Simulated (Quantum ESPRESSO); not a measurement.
# blue phosphorene, 1 layer, rectangular cell, stepped through strain along the first axis, part 3 of 5

Wanted: a table for blue phosphorene, 1 layer, rectangular cell against strain along the first axis, and what can be fitted to it.

Quantum ESPRESSO 7.5; plane-wave DFT, PBE, GBRV ultrasoft pseudopotentials.

So far. Step 2 (Variable-cell relaxation of the reference):  The last row is no step: it is a fresh SCF in the final cell with a new plane-wave basis, +0 meV from the row before. Step 3 (Relaxing the ions, -4 %): The relaxation lowers the energy by 1 meV an atom.

## (5) Electrostatic potential, -4 %

plot_num = 11 writes the bare and Hartree potential, from which vacuum levels or, in a crystal, the mean potential are read.

m0.pot.in

```
&inputpp
  prefix = 'm0.scf'
  outdir = './out'
  filplot = 'm0.pot.dat'
  plot_num = 11
/
```

Launch:

```sh
> OMP_NUM_THREADS=1 mpirun -n 4 pp.x -in m0.pot.in > m0.pot.out
```

What it wrote:

```text
[banner, memory and clock lines left out]
Program POST-PROC v.7.5 starts

          URL

     ./out/m0.scf.save/

     IMPORTANT: XC functional enforced from input :
     Exchange-correlation= PBE
                           (   1   4   3   4   0   0   0)
     Any further DFT definition will be discarded
     Please, verify this is what you really want

     negative rho (up, down):  2.941E-04 0.000E+00

     Calling punch_plot, plot_num =  11
     Writing data to file  m0.pot.dat
     Message from routine chdens:
     namelist plot not found or invalid, exiting
```

Run time: 0.87 s. Hardware: 4 MPI ranks of Arm Neoverse V1, shared host; peak memory 0.1 GiB.

This step gave:

| Quantity | Value |
| --- | --- |
| slope of the potential above | 8.96e-5 eV/Å |
| upper vacuum line continued to the top atoms, over the valence top | 5.772 eV |
| slope of the potential below | -6.79e-5 eV/Å |
| lower vacuum line continued to the bottom atoms, over the valence top | 5.772 eV |
| vacuum level at the upper face over the valence top of the mesh | 5.772 eV |
| vacuum level at the lower face over the valence top of the mesh | 5.772 eV |

Electrostatic potential energy of an electron; zero at the highest filled level of the SCF mesh. The potential energy, planar mean by z:

```
z (Å)  potential energy, planar mean (eV)
    0                                5.77
    1                                5.77
    2                                5.77
    3                                5.77
    4                                5.77
    5                                5.73
    6                                5.06
    7                               -5.31
    8                               -9.52
    9                               -10.9
   10                                4.36
   11                                5.69
   12                                5.77
   13                                5.77
   14                                5.77
   15                                5.77
   16                                5.77
```

## (6) Band structure, -4 %

Bands along a path place the edges.

m0.bands.in

```
&control
  prefix = 'm0.bands'
  outdir = './out'
  pseudo_dir = './pseudo'
  calculation = 'bands'
/
&system
  ibrav = 0
  nat = 4
  ntyp = 1
  ecutwfc = 40
  ecutrho = 200
  occupations = 'smearing'
  smearing = 'fd'
  degauss = 0.002
  nbnd = 16
/
&electrons
  conv_thr = 1e-07
  mixing_beta = 0.4
  electron_maxstep = 120
  mixing_mode = 'plain'
/
ATOMIC_SPECIES
  P   30.9738  p_pbe_v1.5.uspp.F.UPF
CELL_PARAMETERS angstrom
  3.14905100160000 0.00000000000000 0.00000000000000
  0.00000000000000 5.68139601400000 0.00000000000000
  0.00000000000000 0.00000000000000 16.24000000000000
ATOMIC_POSITIONS crystal
  P   0.500000000000 0.165524791700 0.461337870300
  P   0.000000000100 0.665524707300 0.461337832600
  P   0.999999999900 0.334475292700 0.538662167400
  P   0.500000000000 0.834475208200 0.538662129700
K_POINTS crystal_b
5
  0.0000000000 0.0000000000 0.0000000000 12
  0.5000000000 0.0000000000 0.0000000000 12
  0.5000000000 0.5000000000 0.0000000000 12
  0.0000000000 0.5000000000 0.0000000000 12
  0.0000000000 0.0000000000 0.0000000000 1
```

Launch:

```sh
> cp -r out/m0.scf.save out/m0.bands.save
> cp out/m0.scf.xml out/m0.bands.xml
> OMP_NUM_THREADS=1 mpirun -n 4 pw.x -nk 4 -in m0.bands.in > m0.bands.out
```

What it wrote:

```text
[banner, memory and clock lines left out]
Program PWSCF v.7.5 starts

          URL

     Atomic positions and unit cell read from directory:
     ./out/m0.bands.save/

     Found identity + ( -0.5000  0.5000 -0.0000) symmetry
     This is a supercell, fractional translations are disabled
     Message from routine setup:
     using ibrav=0 with symmetry is DISCOURAGED, use correct ibrav instead

     G-vector sticks info

     bravais-lattice index     =            0
     lattice parameter (alat)  =       5.9508  a.u.
     unit-cell volume          =    1960.7281 (a.u.)^3
     number of atoms/cell      =            4
     number of atomic types    =            1
     number of electrons       =        20.00
     number of Kohn-Sham states=           16
     kinetic-energy cutoff     =      40.0000  Ry
     charge density cutoff     =     200.0000  Ry
     Exchange-correlation=  SLA  PW   PBX  PBC
                           (   1   4   3   4   0   0   0)

     celldm(1)=   5.950844  celldm(2)=   0.000000  celldm(3)=   0.000000
     celldm(4)=   0.000000  celldm(5)=   0.000000  celldm(6)=   0.000000

     crystal axes: (cart. coord. in units of alat)
               a(1) = (   1.000000   0.000000   0.000000 )
               a(2) = (   0.000000   1.804161   0.000000 )
               a(3) = (   0.000000   0.000000   5.157109 )

     reciprocal axes: (cart. coord. in units 2 pi/alat)
               b(1) = (  1.000000  0.000000  0.000000 )
               b(2) = (  0.000000  0.554274  0.000000 )
               b(3) = (  0.000000  0.000000  0.193907 )

     PseudoPot. # 1 for P  read from file:
     ./pseudo/p_pbe_v1.5.uspp.F.UPF
     Pseudo is Ultrasoft + core correction, Zval =  5.0
     Generated by new atomic code, or converted to UPF format
     Using radial grid of  903 points,  6 beta functions with:
                l(1) =   0
                l(2) =   0
                l(3) =   1
                l(4) =   1
                l(5) =   2
                l(6) =   2
     Q(r) pseudized with  8 coefficients,  rinner =    1.300   1.300   1.300
                                                       1.300   1.300

     atomic species   valence    mass     pseudopotential
     P                 5.00    30.97380     P ( 1.00)

      4 Sym. Ops., with inversion, found

   Cartesian axes

     site n.     atom                  positions (alat units)
         1        P      tau(   1) = (   0.5000000   0.2986334   2.3791698  )
         2        P      tau(   2) = (   0.0000000   1.2007139   2.3791696  )
         3        P      tau(   3) = (   1.0000000   0.6034474   2.7779396  )
         4        P      tau(   4) = (   0.5000000   1.5055279   2.7779394  )

     number of k points=    49  Fermi-Dirac smearing, width (Ry)=  0.0020
                       cart. coord. in units 2pi/alat
        k(    1) = (   0.0000000   0.0000000   0.0000000), wk =   0.0408163
        k(    2) = (   0.0416667   0.0000000   0.0000000), wk =   0.0408163
        k(    3) = (   0.0833333   0.0000000   0.0000000), wk =   0.0408163
        k(    4) = (   0.1250000   0.0000000   0.0000000), wk =   0.0408163
        k(    5) = (   0.1666667   0.0000000   0.0000000), wk =   0.0408163
        k(    6) = (   0.2083333   0.0000000   0.0000000), wk =   0.0408163
        k(    7) = (   0.2500000   0.0000000   0.0000000), wk =   0.0408163
        k(    8) = (   0.2916667   0.0000000   0.0000000), wk =   0.0408163
        k(    9) = (   0.3333333   0.0000000   0.0000000), wk =   0.0408163
        k(   10) = (   0.3750000   0.0000000   0.0000000), wk =   0.0408163
        k(   11) = (   0.4166667   0.0000000   0.0000000), wk =   0.0408163
        k(   12) = (   0.4583333   0.0000000   0.0000000), wk =   0.0408163
        k(   13) = (   0.5000000   0.0000000   0.0000000), wk =   0.0408163
        k(   14) = (   0.5000000   0.0230948   0.0000000), wk =   0.0408163
        k(   15) = (   0.5000000   0.0461895   0.0000000), wk =   0.0408163
        k(   16) = (   0.5000000   0.0692843   0.0000000), wk =   0.0408163
        k(   17) = (   0.5000000   0.0923790   0.0000000), wk =   0.0408163
        k(   18) = (   0.5000000   0.1154738   0.0000000), wk =   0.0408163
        k(   19) = (   0.5000000   0.1385685   0.0000000), wk =   0.0408163
        k(   20) = (   0.5000000   0.1616633   0.0000000), wk =   0.0408163
        k(   21) = (   0.5000000   0.1847581   0.0000000), wk =   0.0408163
        k(   22) = (   0.5000000   0.2078528   0.0000000), wk =   0.0408163
        k(   23) = (   0.5000000   0.2309476   0.0000000), wk =   0.0408163
        k(   24) = (   0.5000000   0.2540423   0.0000000), wk =   0.0408163
        k(   25) = (   0.5000000   0.2771371   0.0000000), wk =   0.0408163
        k(   26) = (   0.4583333   0.2771371   0.0000000), wk =   0.0408163
        k(   27) = (   0.4166667   0.2771371   0.0000000), wk =   0.0408163
        k(   28) = (   0.3750000   0.2771371   0.0000000), wk =   0.0408163
        k(   29) = (   0.3333333   0.2771371   0.0000000), wk =   0.0408163
        k(   30) = (   0.2916667   0.2771371   0.0000000), wk =   0.0408163
        k(   31) = (   0.2500000   0.2771371   0.0000000), wk =   0.0408163
        k(   32) = (   0.2083333   0.2771371   0.0000000), wk =   0.0408163
        k(   33) = (   0.1666667   0.2771371   0.0000000), wk =   0.0408163
        k(   34) = (   0.1250000   0.2771371   0.0000000), wk =   0.0408163
        k(   35) = (   0.0833333   0.2771371   0.0000000), wk =   0.0408163
        k(   36) = (   0.0416667   0.2771371   0.0000000), wk =   0.0408163
        k(   37) = (   0.0000000   0.2771371   0.0000000), wk =   0.0408163
        k(   38) = (   0.0000000   0.2540423   0.0000000), wk =   0.0408163
        k(   39) = (   0.0000000   0.2309476   0.0000000), wk =   0.0408163
        k(   40) = (   0.0000000   0.2078528   0.0000000), wk =   0.0408163
        k(   41) = (   0.0000000   0.1847581   0.0000000), wk =   0.0408163
        k(   42) = (   0.0000000   0.1616633   0.0000000), wk =   0.0408163
        k(   43) = (   0.0000000   0.1385685   0.0000000), wk =   0.0408163
        k(   44) = (   0.0000000   0.1154738   0.0000000), wk =   0.0408163
        k(   45) = (   0.0000000   0.0923790   0.0000000), wk =   0.0408163
        k(   46) = (   0.0000000   0.0692843   0.0000000), wk =   0.0408163
        k(   47) = (   0.0000000   0.0461895   0.0000000), wk =   0.0408163
        k(   48) = (   0.0000000   0.0230948   0.0000000), wk =   0.0408163
        k(   49) = (   0.0000000   0.0000000   0.0000000), wk =   0.0408163

     Dense  grid:    93729 G-vectors     FFT dimensions: (  27,  50, 144)

     Smooth grid:    66951 G-vectors     FFT dimensions: (  24,  45, 125)

     The potential is recalculated from file :
[...]
-14.6410 -13.6998 -11.4440 -10.4285  -7.8911  -7.0900  -6.4237  -5.6539
    -3.8362  -3.2668  -0.3796   0.3802   0.8761   1.5598   3.2055   3.2210

          k = 0.5000 0.0000 0.0000 (  8404 PWs)   bands (ev):

   -14.1769 -14.1769 -10.9466 -10.9466  -7.5201  -7.5201  -6.0525  -6.0525
    -3.5329  -3.5329  -0.0238  -0.0238   1.1833   1.1833   3.2829   3.2829

          k = 0.5000 0.0231 0.0000 (  8404 PWs)   bands (ev):

   -14.1728 -14.1728 -10.9668 -10.9668  -7.4905  -7.4905  -6.0468  -6.0467
    -3.5468  -3.5468  -0.0144  -0.0144   1.1887   1.1887   3.1363   3.1363

          k = 0.5000 0.0462 0.0000 (  8380 PWs)   bands (ev):

   -14.1607 -14.1606 -11.0247 -11.0247  -7.4048  -7.4048  -6.0295  -6.0295
    -3.5873  -3.5873   0.0123   0.0123   1.1998   1.1998   2.8085   2.8085

          k = 0.5000 0.0693 0.0000 (  8384 PWs)   bands (ev):

   -14.1408 -14.1408 -11.1133 -11.1133  -7.2712  -7.2712  -6.0003  -6.0003
    -3.6508  -3.6508   0.0516   0.0516   1.1970   1.1970   2.4446   2.4446

          k = 0.5000 0.0924 0.0000 (  8390 PWs)   bands (ev):

   -14.1141 -14.1141 -11.2235 -11.2235  -7.1015  -7.1015  -5.9585  -5.9585
    -3.7321  -3.7321   0.0956   0.0956   1.1314   1.1314   2.1495   2.1495

          k = 0.5000 0.1155 0.0000 (  8372 PWs)   bands (ev):

   -14.0815 -14.0815 -11.3461 -11.3460  -6.9093  -6.9093  -5.9027  -5.9027
    -3.8254  -3.8254   0.1315   0.1315   0.9454   0.9454   2.0097   2.0097

          k = 0.5000 0.1386 0.0000 (  8384 PWs)   bands (ev):

   -14.0446 -14.0446 -11.4723 -11.4723  -6.7099  -6.7099  -5.8306  -5.8306
    -3.9244  -3.9244   0.1263   0.1263   0.6886   0.6886   2.0126   2.0126

          k = 0.5000 0.1617 0.0000 (  8406 PWs)   bands (ev):

   -14.0053 -14.0053 -11.5947 -11.5947  -6.5201  -6.5201  -5.7391  -5.7391
    -4.0229  -4.0229  -0.0048  -0.0048   0.5176   0.5176   2.0865   2.0865

          k = 0.5000 0.1848 0.0000 (  8426 PWs)   bands (ev):

   -13.9663 -13.9663 -11.7064 -11.7064  -6.3564  -6.3564  -5.6280  -5.6280
    -4.1147  -4.1147  -0.2668  -0.2668   0.4836   0.4836   2.1845   2.1845

          k = 0.5000 0.2079 0.0000 (  8434 PWs)   bands (ev):

   -13.9305 -13.9305 -11.8014 -11.8014  -6.2297  -6.2297  -5.5048  -5.5048
    -4.1940  -4.1940  -0.5443  -0.5443   0.4979   0.4979   2.2810   2.2810

          k = 0.5000 0.2309 0.0000 (  8434 PWs)   bands (ev):

   -13.9015 -13.9015 -11.8741 -11.8741  -6.1424  -6.1423  -5.3890  -5.3890
    -4.2551  -4.2551  -0.7750  -0.7750   0.5192   0.5192   2.3596   2.3596

          k = 0.5000 0.2540 0.0000 (  8418 PWs)   bands (ev):

   -13.8824 -13.8824 -11.9199 -11.9199  -6.0917  -6.0917  -5.3057  -5.3057
    -4.2935  -4.2935  -0.9268  -0.9268   0.5349   0.5349   2.4102   2.4102

          k = 0.5000 0.2771 0.0000 (  8412 PWs)   bands (ev):

   -13.8758 -13.8757 -11.9356 -11.9356  -6.0751  -6.0751  -5.2753  -5.2753
    -4.3066  -4.3066  -0.9799  -0.9799   0.5405   0.5405   2.4275   2.4275

          k = 0.4583 0.2771 0.0000 (  8396 PWs)   bands (ev):

   -13.9928 -13.9928 -11.7870 -11.7870  -6.1770  -6.1770  -5.2820  -5.2820
    -4.2202  -4.2202  -0.9266  -0.9265   0.5435   0.5435   2.4204   2.4204

          k = 0.4167 0.2771 0.0000 (  8424 PWs)   bands (ev):

   -14.2684 -14.2684 -11.4194 -11.4194  -6.4035  -6.4034  -5.3474  -5.3474
    -3.9872  -3.9872  -0.7904  -0.7904   0.5880   0.5880   2.3737   2.3737

          k = 0.3750 0.2771 0.0000 (  8408 PWs)   bands (ev):

   -14.5987 -14.5987 -10.9463 -10.9462  -6.6510  -6.6510  -5.4825  -5.4825
    -3.6843  -3.6843  -0.6220  -0.6220   0.7510   0.7510   2.2648   2.2648

          k = 0.3333 0.2771 0.0000 (  8408 PWs)   bands (ev):

   -14.9305 -14.9305 -10.4399 -10.4399  -6.8609  -6.8609  -5.6492  -5.6492
    -3.3935  -3.3935  -0.4375  -0.4375   1.0722   1.0722   2.1154   2.1154

          k = 0.2917 0.2771 0.0000 (  8394 PWs)   bands (ev):

   -15.2410 -15.2410  -9.9590  -9.9590  -6.9912  -6.9912  -5.8063  -5.8063
    -3.1743  -3.1743  -0.1944  -0.1944   1.4775   1.4775   2.0051   2.0051

          k = 0.2500 0.2771 0.0000 (  8386 PWs)   bands (ev):

   -15.5193 -15.5193  -9.5680  -9.5679  -7.0119  -7.0119  -5.9052  -5.9052
    -3.0514  -3.0514   0.1415   0.1415   1.5834   1.5834   2.2943   2.2943

          k = 0.2083 0.2771 0.0000 (  8376 PWs)   bands (ev):

   -15.7598 -15.7598  -9.3188  -9.3188  -6.9488  -6.9488  -5.8628  -5.8628
    -3.0114  -3.0114   0.5323   0.5323   1.4684   1.4684   2.8954   2.8954

          k = 0.1667 0.2771 0.0000 (  8354 PWs)   bands (ev):

   -15.9594 -15.9594  -9.2071  -9.2071  -6.9065  -6.9065  -5.5834  -5.5834
    -3.0227  -3.0227   0.7681   0.7682   1.5156   1.5156   3.4749   3.4749

          k = 0.1250 0.2771 0.0000 (  8370 PWs)   bands (ev):

   -16.1162 -16.1162  -9.1808  -9.1808  -6.9248  -6.9248  -5.0976  -5.0976
    -3.0563  -3.0563   0.6226   0.6226   1.8998   1.8998   3.0649   3.0649

          k = 0.0833 0.2771 0.0000 (  8366 PWs)   bands (ev):

   -16.2288 -16.2288  -9.1900  -9.1900  -6.9647  -6.9647  -4.5376  -4.5376
    -3.0924  -3.0924   0.2812   0.2812   2.3561   2.3561   2.5248   2.5248

          k = 0.0417 0.2771 0.0000 (  8348 PWs)   bands (ev):

   -16.2967 -16.2967  -9.2050  -9.2050  -6.9968  -6.9968  -4.0593  -4.0593
    -3.1195  -3.1195  -0.0874  -0.0874   2.2061   2.2062   2.7243   2.7243

          k = 0.0000 0.2771 0.0000 (  8338 PWs)   bands (ev):

   -16.3194 -16.3194  -9.2113  -9.2113  -7.0086  -7.0086  -3.8592  -3.8592
    -3.1301  -3.1301  -0.2573  -0.2573   2.1096   2.1096   2.8651   2.8651

          k = 0.0000 0.2540 0.0000 (  8322 PWs)   bands (ev):

   -16.4755 -16.1512  -9.3271  -9.1648  -7.1846  -6.7441  -3.9813  -3.7300
    -3.1511  -3.1310  -0.3953  -0.0989   1.8535   2.3702   2.7866   2.9208

          k = 0.0000 0.2309 0.0000 (  8310 PWs)   bands (ev):

   -16.6190 -15.9717  -9.5186  -9.1682  -7.2645  -6.4117  -4.0952  -3.5949
    -3.1870  -3.1608  -0.5053   0.0727   1.6118   2.6173   2.6843   2.9564

          k = 0.0000 0.2079 0.0000 (  8310 PWs)   bands (ev):

   -16.7497 -15.7816  -9.7732  -9.2013  -7.2600  -6.0334  -4.2001  -3.4556
    -3.2315  -3.2251  -0.5816   0.2505   1.3901   2.5595   2.8128   2.9754

          k = 0.0000 0.1848 0.0000 (  8310 PWs)   bands (ev):

   -16.8673 -15.5820 -10.0690  -9.2496  -7.1926  -5.6263  -4.2953  -3.3261
    -3.3141  -3.2800  -0.6216   0.4282   1.1915   2.4157   2.8109   2.9763

          k = 0.0000 0.1617 0.0000 (  8314 PWs)   bands (ev):

   -16.9714 -15.3748 -10.3857  -9.3034  -7.0821  -5.2036  -4.3803  -3.4613
    -3.3285  -3.1728  -0.6274   0.5992   1.0178   2.2590   2.6900   2.9793

          k = 0.0000 0.1386 0.0000 (  8324 PWs)   bands (ev):

   -17.0619 -15.1624 -10.7075  -9.3568  -6.9434  -4.7761  -4.4548  -3.6240
    -3.3741  -3.0352  -0.6051   0.7557   0.8696   2.0966   2.5588   2.8764

          k = 0.0000 0.1155 0.0000 (  8330 PWs)   bands (ev):

   -17.1388 -14.9485 -11.0223  -9.4060  -6.7882  -4.5182  -4.3557  -3.8046
    -3.4142  -2.9050  -0.5633   0.7470   0.8866   1.9370   2.3851   2.6880

          k = 0.0000 0.0924 0.0000 (  8325 PWs)   bands (ev):

   -17.2018 -14.7391 -11.3191  -9.4486  -6.6268  -4.5705  -3.9914  -3.9580
    -3.4446  -2.7871  -0.5117   0.6496   0.9735   1.7891   2.1415   2.5500

          k = 0.0000 0.0693 0.0000 (  8307 PWs)   bands (ev):

   -17.2508 -14.5437 -11.5850  -9.4830  -6.4707  -4.6114  -4.1705  -3.6255
    -3.4401  -2.6867  -0.4599   0.5768   0.9883   1.6617   1.9152   2.4697

          k = 0.0000 0.0462 0.0000 (  8325 PWs)   bands (ev):

   -17.2859 -14.3774 -11.8028  -9.5082  -6.3348  -4.6406  -4.3246  -3.5334
    -3.2506  -2.6095  -0.4165   0.5269   0.9182   1.5633   1.7842   2.4201

          k = 0.0000 0.0231 0.0000 (  8309 PWs)   bands (ev):

   -17.3070 -14.2617 -11.9499  -9.5235  -6.2389  -4.6582  -4.4322  -3.5353
    -3.0564  -2.5606  -0.3877   0.4983   0.8190   1.5010   1.7376   2.3921

          k = 0.0000 0.0000 0.0000 (  8323 PWs)   bands (ev):

   -17.3140 -14.2195 -12.0026  -9.5287  -6.2038  -4.6641  -4.4714  -3.5377
    -2.9847  -2.5439  -0.3777   0.4890   0.7743   1.4796   1.7285   2.3830

     XML data file, pseudopotentials, collected wavefunctions

                                        0.00s GPU  (    1016 calls)
```

Elapsed: 57 s, on 4 MPI ranks; peak memory 0.37 GiB; 3.8 min of CPU time.

Numbers from this step:

* conduction bottom, on the run's zero: -0.9799 eV

Band numbers count within the set of bands kept for display. Electronic bands along the path, in eV, zero at the highest filled level of the SCF mesh; v1 is the highest filled band, c1 the lowest empty one:

```
  point     v4     v3     v2     v1    c1    c2    c3    c4
      Γ  -1.93  -0.99  -0.44   0.00  2.17  3.03  3.32  4.02
halfway  -2.73  -2.02  -1.78  -0.52  2.02  3.18  3.89  4.70
      X  -3.51  -3.51  -0.99  -0.99  2.52  2.52  3.73  3.73
halfway  -3.29  -3.29  -1.38  -1.38  2.67  2.67  3.23  3.23
      S  -2.73  -2.73  -1.76  -1.76  1.56  1.56  3.08  3.08
halfway  -3.36  -3.36  -0.51  -0.51  2.69  2.69  4.13  4.13
      Y  -1.32  -1.32  -0.59  -0.59  2.29  2.29  4.65  4.65
halfway  -1.91  -1.08  -0.83  -0.49  1.94  3.30  3.41  4.64
      Γ  -1.93  -0.99  -0.44   0.00  2.17  3.03  3.32  4.02
```

Along this path the valence top lies at Γ and the conduction bottom at S.

[end of part 3 of 5]

[Logs are printed without paths, hosts, clocks, repeated set-up lines and the standing remarks that a program may print on its own settings, such as how far it seeks lower states.]

[Hosts, paths, dates, database ids (printed as entryN), source tags and the programs' standing remarks are cut or masked in the printed files.]

[Maps of the electrostatic potential energy from Ansatz leave out the sawtooth potential of an applied field or a dipole correction, so their vacuum need not be flat; planar profiles and work functions include it.]
